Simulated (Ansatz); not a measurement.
The system is Zn.

```
Zn
1.0
     0.00000    1.96478    1.96478
     1.96478    0.00000    1.96478
     1.96478    1.96478    0.00000
Zn
1
Cartesian
  0.0000 0.0000 0.0000
```

This isn't the form of Zn at room conditions, which is hcp.

- Program: Ansatz 0.2.0
- Task: relaxation of cell and atoms
- Functional: BLYP
- Potentials or basis: Ansatz PAW
- Cutoff: 420 eV (not typed: the program's choice for these potentials)
- k mesh: 12 × 12 × 12
- Occupations: fermi-dirac, width 0.05 eV
- Spin: no spin polarisation

At the start: volume 15.17 Å³/atom.

Q: How do energy, volume and symmetry change on relaxing?

A: It ends after 7 steps and the volume is 16.90 Å³/atom (+11.4 %); space group Fm-3m (No. 225, to 0.05 Å).

The path:
```tsv
step	energy change (eV)	largest force (eV/Å)	volume (Å³)
1	0.0000	0.0000	15.17
2	-0.0230	0.0000	16.11
3	-0.0275	0.0000	16.71
4	-0.0276	0.0000	16.88
5	-0.0289	0.0000	16.88
6	-0.0289	0.0000	16.90
7	-0.0289	0.0000	16.90
```

Final structure:
```
Zn
1.0
     0.00000    2.03691    2.03691
     2.03691    0.00000    2.03691
     2.03691    2.03691    0.00000
Zn
1
Direct
  0.00000 0.00000 0.00000
```

Caveat: the plane-wave basis is chosen anew once the cell has moved, so the energies of steps on either side of that aren't comparable; the PAW data sets come from PBE, with cores solved anew for the run's functional, which leaves a small shift of forces and pressure.
